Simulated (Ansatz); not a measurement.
# Stack of In2Se2 under antimonene, upper layer turned by 180° in a perpendicular field, part 2 of 3

What dipole does a perpendicular field induce in the stack of In2Se2 under antimonene, upper layer turned by 180°, and does the gap follow? A positive field points along +c.

Ansatz 0.2.0; plane-wave DFT, PBE-D3(BJ), Ansatz PAW.

So far. Step 2 (Relaxing the slab): The lattice constant a goes from 4.127 to 4.080 Å.

## (3) Single point, field 0, start network

A sawtooth potential applies the field, turning back in the middle of the vacuum. With the dipole correction the typed value is the field outside the slab. The induced dipole is small, so the SCF threshold is tight.

The cell differs from the one that the last finished run ended in (c 50.643 → 27.715 Å).

The input, input.yaml:

```yaml
crystal:
  lattice:
    - [4.0799564144, 0.0, 0.0]
    - [-2.0399782072, 3.5333459012, 0.0]
    - [0.0, 0.0, 27.7154974695]
  atoms:
    - { symbol: Se, position: [0.3333333333, 0.6666666667, 0.3247280699] }
    - { symbol: In, position: [0.0, 0.0, 0.3702783033] }
    - { symbol: In, position: [0.0, 0.0, 0.4714345818] }
    - { symbol: Se, position: [0.3333333333, 0.6666666667, 0.517320453] }
    - { symbol: Sb, position: [0.6666666667, 0.3333333333, 0.6162304473] }
    - { symbol: Sb, position: [0.0, 0.0, 0.6752719301] }
kpoints:
  mp_grid: { grid: [12, 12, 1] }
  band_path:
    path: [[0, 0, 0], [0.5, 0, 0], [0.33333333, 0.33333333, 0], [0, 0, 0]]
    npoints: 16
hamiltonian:
  xc: pbe
  dispersion: d3bj
scf:
  occupations: { method: fermi_dirac, width: 0.02585 }
  convergence: { dr2_threshold: 1.0e-10 }
efield:
  axis: 3
  dipole_correction: true
  ramp_position: 0.97
  ramp_width: 0.06
  amplitude: 0
output:
  dos: { projected: true, e_range: [-6, 5] }
  write_potential: true
  write_density: true
  volumetric_format: npy
  elf: true
```

The run is started by

```bash
ansatz run input.yaml --threads 4 --pin off --max-ram 8192MiB --backend cpu --events-out ev --progress --plain --runs-dir out
```

Numbers of over 12 decimals in the logs are rounded to 6 here.

Log:

```text
[...]
Crystal: 6 atoms, lattice volume = 399.544 Å³
Basis set: ecut = 420 eV, 7785 PW (Γ)
Bands: 53, of which v1, the nominal top of the filled ones, is band 44 counted from 1 (43 counted from 0)
Symmetry: 6 space group operations
[...]
k-points: 19 of 144 (time reversal used)
[...]
SCF iter   1: F=—  HF=-35106.459344 eV  |F-HF|=—  |Δ(HF+E_count)|=         —  Δρ=1.88e-3  dr2=3.58e-1  ethr=1.77e-3  p=0.092 e·Å  D=4.15e-2 V/Å  ΔV_dip=-1.15 eV  dr2_dipole=2.21e-1  V_vac-E_F(+/−)=3.97/5.12 eV  ⟨swp⟩=9.6  Hψ=4559  notcnv=0  defer=2
efield: sawtooth ramp at fractional position 0.9700 (set: `efield.ramp_position`, or a place that a band, a saddle search or an elastic batch's reference lends), width 0.0600; the density the first Hamiltonian is built on has a dipole p = 0.092 e·Å; the dipole correction subtracts the counter field D = 4.15e-2 V/Å, which shifts the + side's vacuum level by -1.15 eV against the − side's; the planar-averaged density in the ramp window peaks in size at 1.3e-5 e/Å³
[...]
SCF iter   2: F=—  HF=-35106.644866 eV  |F-HF|=—  |Δ(HF+E_count)|=   1.86e-1  Δρ=5.43e-3  dr2=2.93e0  ethr=4.07e-4  p=-0.148 e·Å  D=-6.69e-2 V/Å  ΔV_dip=1.85 eV  dr2_dipole=1.87e0  V_vac-E_F(+/−)=5.27/3.42 eV  ⟨swp⟩=3.9  Hψ=1568  notcnv=0  defer=42  recentre
[...]
SCF iter  13: F=-35106.408393 eV  HF=-35106.408393 eV  |F-HF|=8.73e-11  |Δ(HF+E_count)|=  4.66e-10  Δρ=1.19e-7  dr2=4.08e-11  ethr=1.00e-12  p=0.015 e·Å  D=6.92e-3 V/Å  ΔV_dip=-0.19 eV  dr2_dipole=4.69e-13  V_vac-E_F(+/−)=4.36/4.56 eV  ⟨swp⟩=13.5  Hψ=2939  notcnv=0
SCF 1 converged in 13 iterations: F = -35106.408393 eV  dr2 = 4.08e-11
[...]
NSCF: frozen V_eff on 49 k-points
efield: sawtooth ramp at fractional position 0.9700 (kept from the solve that this one continues, or follows in the run), width 0.0600; the density the first Hamiltonian is built on has a dipole p = 0.015 e·Å; the dipole correction subtracts the counter field D = 6.92e-3 V/Å, which shifts the + side's vacuum level by -0.19 eV against the − side's; the planar-averaged density in the ramp window peaks in size at 6.9e-6 e/Å³
[...]
SCF converged after 13 iterations
Free energy (F): -35106.408393 eV
[...]
Internal energy: -35106.408393 eV  (E = F + TS)
E sigma→0 (E₀):  -35106.408393 eV
Entropy (-TS):   -0.000000 eV (-0.000 meV/atom)
Fermi energy:    1.351159 eV
Dipole field:    D = 0.006924 V/Å  (p = 0.015287 e·Å, saw-weighted, corrected)
Work function:   Φ+ = 4.3632 eV   Φ− = 4.5550 eV
Levels:          The Fermi level and band energies are counted from a zero that moves with the ramp; work functions are not
[...]
--- Band table (eV; the first three rows and the last of 19) ---
  k-point 0: bands = [... 40 lower, -0.5470, 0.6374, 0.9445, 0.9445, 1.7059, 2.4582, 3.1840, 3.7043, ... 5 higher]
  k-point 1: bands = [... 40 lower, -0.4165, 0.2188, 0.7750, 0.8422, 1.9800, 2.8476, 3.3153, 3.7983, ... 5 higher]
  k-point 2: bands = [... 40 lower, -0.8596, -0.2355, 0.3981, 0.8749, 2.1653, 2.9974, 3.3490, 4.0804, ... 5 higher]
  k-point 18: bands = [... 40 lower, -1.4097, -1.3729, -0.8734, -0.8076, 2.5129, 2.5186, 2.7729, 4.0894, ... 5 higher]
```

Wall time 53 s (4 threads of Intel Xeon at 2.50GHz (Skylake/Cascade Lake), shared host); peak memory 1.3 GiB; 3.1 min of CPU time.

In the SCF lines HF is the Harris–Foulkes energy and dr2 the Hartree energy of the density residual, in eV; the loop may stop once dr2 is under the threshold and the program's other checks hold. Hψ counts applications of the Hamiltonian.

This step gave:

```yaml
dipole_along_the_normal: 0.01529 e·Å
gap_along_the_path: 0.7614 eV
smallest_direct_gap_along_the_path: 0.7614 eV
step_between_the_vacuum_levels: -0.1919 eV
ionisation_energy_upper_face: 4.770 eV
electron_affinity_upper_face: 4.008 eV
ionisation_energy_lower_face: 4.962 eV
gap_the_smaller_of_path_and_mesh: 0.7614 eV
```

Running mean over a fixed 2.7 Å (it still follows the layers) of the planar mean; the ramp of the sawtooth is left out. Table of electron's electrostatic potential energy less the Fermi level by z:

```
z (Å)  electron's electrostatic potential energy less the Fermi level (eV)
    4                                                                 4.55
    5                                                                 4.55
    6                                                                 4.52
    7                                                                 3.82
    8                                                                 1.09
    9                                                                -3.15
   10                                                                -4.83
   11                                                                -3.08
   12                                                                -2.71
   13                                                                -4.40
   14                                                                -4.51
   15                                                                -1.27
   16                                                                -1.28
   17                                                                -3.36
   18                                                                -5.13
   19                                                                -2.59
   20                                                                0.892
   21                                                                 3.79
   22                                                                 4.32
   23                                                                 4.36
   24                                                                 4.36
```

The density of states has structure finer than the step of the table below, so its rows give means over 0.2 eV, whole bins alone (the curve runs from -6 to 2.35 eV). Peaks (eV: height): -3.55: 8.21, -3.35: 7.84, -3.02: 9.79, -2.55: 8.64, -2.28: 8.33, 1.03: 7.69, 1.99: 10.1.

Density of states against energy, zero at the Fermi level of the run, which the smearing sets inside the gap; means over each step:

| energy (eV) | density of states (states/eV a cell) |
| --- | --- |
| -5.8 | 1.17 |
| -5.6 | 0.839 |
| -5.4 | 0.731 |
| -5.2 | 0.629 |
| -5.0 | 0.603 |
| -4.8 | 0.606 |
| -4.6 | 1.22 |
| -4.4 | 2.86 |
| -4.2 | 4.79 |
| -4.0 | 2.32 |
| -3.8 | 2.55 |
| -3.6 | 5.19 |
| -3.4 | 5.86 |
| -3.2 | 5.22 |
| -3.0 | 7.54 |
| -2.8 | 5.47 |
| -2.6 | 6.06 |
| -2.4 | 4.46 |
| -2.2 | 5.80 |
| -2.0 | 3.94 |
| -1.8 | 3.22 |
| -1.6 | 4.45 |
| -1.4 | 2.44 |
| -1.2 | 1.85 |
| -1.0 | 1.59 |
| -0.8 | 1.38 |
| -0.6 | 1.49 |
| -0.4 | 1.18 |
| -0.2 | 0 |
| 0.0 | 0 |
| 0.2 | 0 |
| 0.4 | 0.0597 |
| 0.6 | 0.739 |
| 0.8 | 3.45 |
| 1.0 | 5.82 |
| 1.2 | 4.95 |
| 1.4 | 2.87 |
| 1.6 | 3.82 |
| 1.8 | 4.69 |
| 2.0 | 4.88 |
| 2.2 | 1.15 |

Projected DOS per atom over height of the atomic layer and energy from the Fermi level. Layers: Se In In Se Sb Sb from below.

Values in states/eV, 22 rows by 6 columns, each cell a mean:
```
0.09 0.26 0.18 0.07 0.51 0.51
0.32 0.76 0.65 0.37 1.53 1.14
0.45 0.69 0.83 0.43 0.35 0.38
0.83 1.12 1.21 0.76 0.50 0.70
0.22 0.28 0.35 0.22 0.14 0.24
0.00 0.00 0.00 0.00 0.00 0.00
0.00 0.00 0.00 0.00 0.00 0.00
0.11 0.04 0.08 0.14 0.47 0.47
0.04 0.02 0.06 0.08 0.60 0.61
0.09 0.06 0.09 0.13 0.77 0.83
0.49 0.20 0.30 0.53 1.04 1.18
0.94 0.31 0.36 0.52 0.89 1.01
1.50 0.43 0.50 1.13 0.83 0.97
2.03 0.48 0.38 1.49 0.65 0.93
1.90 0.58 0.48 1.87 0.65 0.68
1.58 0.67 0.39 1.17 0.76 0.65
0.53 0.27 0.23 0.80 0.37 0.21
0.49 0.38 0.68 1.45 0.63 0.33
0.22 0.15 0.20 0.35 0.03 0.02
0.18 0.13 0.12 0.18 0.00 0.00
0.22 0.17 0.14 0.21 0.00 0.00
0.35 0.31 0.24 0.31 0.01 0.00
```
Columns: height of the atomic layer (Å) from 9 to 18.7 (not evenly spaced); rows upwards: energy from the Fermi level (eV) from -5.96 to 2.32.

The electronic bands at the labelled points (eV, zero at the Fermi level of the run, which the smearing sets inside the gap):

| point | band 41 | band 42 | band 43 | band 44 | band 45 | band 46 | band 47 | band 48 |
| --- | --- | --- | --- | --- | --- | --- | --- | --- |
| Γ | -1.90 | -0.71 | -0.41 | -0.41 | 0.35 | 1.11 | 1.83 | 2.35 |
| halfway | -2.47 | -1.68 | -1.35 | -0.80 | 0.85 | 1.29 | 1.73 | 2.94 |
| M | -2.89 | -2.48 | -1.96 | -1.69 | 0.62 | 0.72 | 1.66 | 1.94 |
| halfway | -3.01 | -2.73 | -2.25 | -1.69 | 0.97 | 1.19 | 1.91 | 2.37 |
| K | -2.76 | -2.72 | -2.22 | -2.16 | 1.16 | 1.17 | 1.42 | 2.74 |
| halfway | -2.69 | -2.35 | -1.63 | -0.73 | 1.29 | 1.59 | 2.13 | 2.48 |
| Γ | -1.90 | -0.71 | -0.41 | -0.41 | 0.35 | 1.11 | 1.83 | 2.35 |

Valence density in the ca plane at fractional y = 1.000, with atoms of In and Sb within 0.2 Å of it. It is the smooth field of the valence electrons, not physical close to the nuclei.

Ten steps, logarithmic in the rise over the least value, from '0' (0 e/Å³) to '9' (11 e/Å³), each cell a mean:
```
00000000000000000000136997533479974100000011
00000000000000000000124665322356642110000011
00000000000000000001122332211223322110000112
00000000000000000011222211100111222211101122
00000000000000000012222110000001122221111222
00000000000000000012222110000001122221111222
00000000000000000012222111000011122221111222
00000000000000000011122222111122222211001112
00000000000000000001123554222245532110000112
00000000000000000000136887422468863100000011
00000000000000000000137998533589974100000011
```
Columns run along c (16.0 Å, from fractional 0.06 to 0.64 of the cell), rows up along a (4.1 Å). Atoms in or near the plane, at fractional coordinates: In at (0.37, 0.00), In at (0.47, 0.00).

ELF in the ca plane at fractional y = 1.000, with atoms of In and Sb within 0.2 Å of it. It is the smooth field of the valence electrons, not physical close to the nuclei.

Ten even steps from '0' (0.00) to '9' (0.69), each cell a mean:
```
00000000000000000001232001366310023210000124
00000000000000000012223223467432232220001246
00000000000000001234543333466433334542012457
00000000000000013578886433333333467874114677
00000000000000125799998531100113589986225766
00000000000000125899998631000013589996226765
00000000000000024689997532222223478985125766
00000000000000002356764333455433346653113567
00000000000000000123333333477433333331001346
00000000000000000001223112366421133210000135
00000000000000000001232001356310013210000124
```
Columns run along c (16.0 Å, from fractional 0.06 to 0.64 of the cell), rows up along a (4.1 Å). Atoms in or near the plane, at fractional coordinates: In at (0.37, 0.00), In at (0.47, 0.00).

Electrostatic potential energy in the ca plane at fractional y = 1.000, with atoms of In and Sb within 0.2 Å of it. With pseudopotentials it is smooth inside the atoms' cores, unlike the true potential.

Ten even steps from '0' (-41 eV) to '9' (6 eV), each cell a mean:
```
99997300016872000379999999985333358999999999
99998621258885212689999999986433479999999999
99999876688988667889999999998766789999999999
99999888899999888899999998888888999999999999
99988899999999999888999988788999999999999999
99988899999999999888999988788999999999999999
99998899999999999888999998888999999999999999
99999887889998878899999999888877899999999999
99998753468986434789999999987544589999999999
99998410037873000479999999985333368999999999
99997200016861000278999999984333358999999999
```
Columns run along c (16.0 Å, from fractional 0.28 to 0.86 of the cell; values clipped at the 3rd and 97th percentile), rows up along a (4.1 Å). Atoms in or near the plane, at fractional coordinates: In at (0.37, 0.00), In at (0.47, 0.00), Sb at (0.68, 0.00).

The gap is 0.76 eV, with the valence edge 4.77 eV and the conduction edge 4.01 eV under the upper vacuum level. Spin-orbit coupling, left out in this run, matters for the bands of elements this heavy.

## (4) Single point, field 0.05 V/Å

Edit input.yaml of step 3 so:

```diff
@@ -28,5 +28,4 @@
   ramp_width: 0.06
-  amplitude: 0
+  amplitude: 0.05
 output:
-  dos: { projected: true, e_range: [-6, 5] }
   write_potential: true
@@ -34,2 +33 @@
   volumetric_format: npy
-  elf: true
```

Log:

```text
[...]
Crystal: 6 atoms, lattice volume = 399.544 Å³
Basis set: ecut = 420 eV, 7785 PW (Γ)
Bands: 53, of which v1, the nominal top of the filled ones, is band 44 counted from 1 (43 counted from 0)
Symmetry: 6 space group operations
[...]
k-points: 19 of 144 (time reversal used)
[...]
k-point 0: bands = [... 40 lower, -0.5423, 0.6403, 0.9624, 0.9624, 1.7138, 2.4586, 3.1980, 3.7219, ... 5 higher]
  k-point 1: bands = [... 40 lower, -0.4152, 0.2383, 0.7929, 0.8494, 1.9826, 2.8479, 3.3323, 3.8154, ... 5 higher]
  k-point 2: bands = [... 40 lower, -0.8449, -0.2327, 0.4158, 0.8893, 2.1669, 3.0062, 3.3529, 4.0826, ... 5 higher]
  k-point 18: bands = [... 40 lower, -1.4155, -1.3697, -0.8570, -0.7930, 2.5112, 2.5360, 2.7720, 4.0882, ... 5 higher]
[key lines of the parts left out:]
SCF converged after 15 iterations
Free energy (F): -35106.410327 eV
Fermi energy:    1.362206 eV
Dipole field:    D = 0.028122 V/Å  (p = 0.062093 e·Å, saw-weighted, corrected)
```

The job ended after 54 s (4 threads; peak memory 1.1 GiB).

The dipole is 0.0621 e·Å, 0.0468 e·Å from its value without field, and the gap 0.751 eV.

## (5) Atoms held, field -0.05 V/Å

Edit input.yaml of step 4 so:

```diff
@@ -28,3 +28,3 @@
   ramp_width: 0.06
-  amplitude: 0.05
+  amplitude: -0.05
 output:
```

Log:

```text
[...]
Crystal: 6 atoms, lattice volume = 399.544 Å³
Basis set: ecut = 420 eV, 7785 PW (Γ)
Bands: 53, of which v1, the nominal top of the filled ones, is band 44 counted from 1 (43 counted from 0)
Symmetry: 6 space group operations
[...]
k-points: 19 of 144 (time reversal used)
[...]
k-point 0: bands = [... 40 lower, -0.5523, 0.6341, 0.9262, 0.9262, 1.6977, 2.4577, 3.1698, 3.6863, ... 5 higher]
  k-point 1: bands = [... 40 lower, -0.4183, 0.1989, 0.7568, 0.8347, 1.9771, 2.8470, 3.2979, 3.7807, ... 5 higher]
  k-point 2: bands = [... 40 lower, -0.8711, -0.2386, 0.3799, 0.8603, 2.1632, 2.9879, 3.3451, 4.0771, ... 5 higher]
  k-point 18: bands = [... 40 lower, -1.4038, -1.3768, -0.8901, -0.8222, 2.5009, 2.5143, 2.7735, 4.0903, ... 5 higher]
[key lines of the parts left out:]
SCF converged after 15 iterations
Free energy (F): -35106.408799 eV
Fermi energy:    1.339913 eV
Dipole field:    D = -0.014282 V/Å  (p = -0.031535 e·Å, saw-weighted, corrected)
```

Elapsed: 55 s, on 4 threads; peak memory 1.1 GiB.

The dipole is -0.0315 e·Å, -0.0468 e·Å from its value without field, and the gap 0.771 eV.

## (6) Atoms held, field 0.1 V/Å

Edit input.yaml of step 5 so:

```diff
@@ -26,5 +26,5 @@
   dipole_correction: true
-  ramp_position: 0.97
-  ramp_width: 0.06
-  amplitude: -0.05
+  ramp_position: 0.9672
+  ramp_width: 0.0725
+  amplitude: 0.1
 output:
```

Log:

```text
[...]
Crystal: 6 atoms, lattice volume = 399.544 Å³
Basis set: ecut = 420 eV, 7785 PW (Γ)
Bands: 53, of which v1, the nominal top of the filled ones, is band 44 counted from 1 (43 counted from 0)
Symmetry: 6 space group operations
[...]
k-points: 19 of 144 (time reversal used)
[...]
k-point 0: bands = [... 40 lower, -0.5429, 0.6380, 0.9751, 0.9751, 1.7165, 2.4541, 3.2069, 3.7343, ... 5 higher]
  k-point 1: bands = [... 40 lower, -0.4191, 0.2526, 0.8055, 0.8514, 1.9801, 2.8430, 3.3443, 3.8273, ... 5 higher]
  k-point 2: bands = [... 40 lower, -0.8356, -0.2348, 0.4284, 0.8987, 2.1633, 3.0095, 3.3522, 4.0791, ... 5 higher]
  k-point 18: bands = [... 40 lower, -1.4259, -1.3719, -0.8458, -0.7832, 2.5043, 2.5481, 2.7659, 4.0820, ... 5 higher]
[key lines of the parts left out:]
SCF converged after 16 iterations
Free energy (F): -35106.414603 eV
Fermi energy:    1.368224 eV
Dipole field:    D = 0.049327 V/Å  (p = 0.108915 e·Å, saw-weighted, corrected)
```

The job ended after 51 s (4 threads; peak memory 1.1 GiB; 3.2 min of CPU time).

The dipole is 0.109 e·Å, 0.0936 e·Å from its value without field, and the gap 0.741 eV.

## (7) Single point, field -0.1 V/Å

Edit input.yaml of step 6 so:

```diff
@@ -28,3 +28,3 @@
   ramp_width: 0.0725
-  amplitude: 0.1
+  amplitude: -0.1
 output:
```

Log:

```text
[...]
Crystal: 6 atoms, lattice volume = 399.544 Å³
Basis set: ecut = 420 eV, 7785 PW (Γ)
Bands: 53, of which v1, the nominal top of the filled ones, is band 44 counted from 1 (43 counted from 0)
Symmetry: 6 space group operations
[...]
k-points: 19 of 144 (time reversal used)
[...]
k-point 0: bands = [... 40 lower, -0.5519, 0.6367, 0.9138, 0.9138, 1.6953, 2.4632, 3.1615, 3.6741, ... 5 higher]
  k-point 1: bands = [... 40 lower, -0.4142, 0.1847, 0.7444, 0.8331, 1.9801, 2.8523, 3.2864, 3.7689, ... 5 higher]
  k-point 2: bands = [... 40 lower, -0.8564, -0.2356, 0.3676, 0.8515, 2.1667, 2.9841, 3.3475, 4.0788, ... 5 higher]
  k-point 18: bands = [... 40 lower, -1.3916, -1.3751, -0.9010, -0.8305, 2.4889, 2.5215, 2.7800, 4.0972, ... 5 higher]
[key lines of the parts left out:]
SCF converged after 14 iterations
Free energy (F): -35106.411546 eV
Fermi energy:    1.334653 eV
Dipole field:    D = -0.035488 V/Å  (p = -0.078358 e·Å, saw-weighted, corrected)
```

Elapsed: 51 s, on 4 threads; peak memory 1.1 GiB; 3.2 min of CPU time.

The dipole is -0.0784 e·Å, -0.0936 e·Å from its value without field, and the gap 0.776 eV.

## (8) Atoms held, field 0.2 V/Å

Edit input.yaml of step 7 so:

```diff
@@ -28,3 +28,3 @@
   ramp_width: 0.0725
-  amplitude: -0.1
+  amplitude: 0.2
 output:
```

Log:

```text
[...]
Crystal: 6 atoms, lattice volume = 399.544 Å³
Basis set: ecut = 420 eV, 7785 PW (Γ)
Bands: 53, of which v1, the nominal top of the filled ones, is band 44 counted from 1 (43 counted from 0)
Symmetry: 6 space group operations
[...]
k-points: 19 of 144 (time reversal used)
[...]
k-point 0: bands = [... 40 lower, -0.5414, 0.6366, 1.0035, 1.0035, 1.7250, 2.4490, 3.2282, 3.7622, ... 5 higher]
  k-point 1: bands = [... 40 lower, -0.4239, 0.2841, 0.8339, 0.8587, 1.9785, 2.8368, 3.3714, 3.8540, ... 5 higher]
  k-point 2: bands = [... 40 lower, -0.8143, -0.2354, 0.4566, 0.9207, 2.1588, 3.0184, 3.3552, 4.0735, ... 5 higher]
  k-point 18: bands = [... 40 lower, -1.4419, -1.3738, -0.8202, -0.7594, 2.4941, 2.5753, 2.7571, 4.0731, ... 5 higher]
[key lines of the parts left out:]
SCF converged after 16 iterations
Free energy (F): -35106.430177 eV
Fermi energy:    1.383837 eV
Dipole field:    D = 0.091745 V/Å  (p = 0.202576 e·Å, saw-weighted, corrected)
```

The job ended after 53 s (4 threads; peak memory 1.1 GiB; 3.3 min of CPU time).

The dipole is 0.203 e·Å, 0.187 e·Å from its value without field, and the gap 0.722 eV.

[end of part 2 of 3]

[Logs are printed without paths, hosts, clocks, repeated set-up lines and the standing remarks that a program may print on its own settings, such as how far it seeks lower states.]

[Hosts, paths, dates, database ids (printed as entryN), source tags and the programs' standing remarks are cut or masked in the printed files.]

[Maps of the electrostatic potential energy from Ansatz leave out the sawtooth potential of an applied field or a dipole correction, so their vacuum need not be flat; planar profiles and work functions include it.]

[The density of states shown here was stored with 400 of the rows of the run's finer table, so its peaks can read low, often by over a quarter, or be missed, and its means over a window can be off by a tenth or more.]
